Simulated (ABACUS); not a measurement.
Input of an ABACUS 3.10.1 run:

The input INPUT:

```
INPUT_PARAMETERS
suffix              Ge
calculation         scf
basis_type          pw
pseudo_dir          ./
symmetry            1
dft_functional      GGA_X_SOGGA+GGA_C_PBE
ecutwfc             79
pseudo_rcut         7
nspin               1
nbands              11
ks_solver           dav
smearing_method     fd
smearing_sigma      0.00367493
scf_thr             1e-08
scf_nmax            100
mixing_type         broyden
mixing_beta         0.7
cal_force           1
cal_stress          1
out_chg             1
out_pot             2
out_elf             1
```

The input STRU:

```
ATOMIC_SPECIES
Ge 72.6300 Ge_ONCV_PBE-1.2.upf

LATTICE_CONSTANT
1.8897261246

LATTICE_VECTORS
-1.6084200000 1.6084200000 1.8731800000
1.6084200000 -1.6084200000 1.8731800000
1.6084200000 1.6084200000 -1.8731800000

ATOMIC_POSITIONS
Direct

Ge
0.0
1
0.5000000000 0.5000000000 0.0000000000 1 1 1
```

Contents of KPT:

```
K_POINTS
0
Gamma
12 12 12 0 0 0
```

Potentials or basis: SG15 ONCV 1.2 PBE, plane waves.

Launch:

```sh
$ OMP_NUM_THREADS=1 mpirun -np 4 abacus > log
```

Question: What does it give for the pressure?

Answer: -4.2 GPa.

Question: Predict the band gap on the k mesh.

Answer: None (metal or under the smearing width).

Stress tensor (GPa, compression positive):
```
-4.39  0.00  0.00
 0.00 -4.39  0.00
 0.00  0.00 -3.79
```

Caveat: the potentials were made for another functional, which shifts forces and pressure.
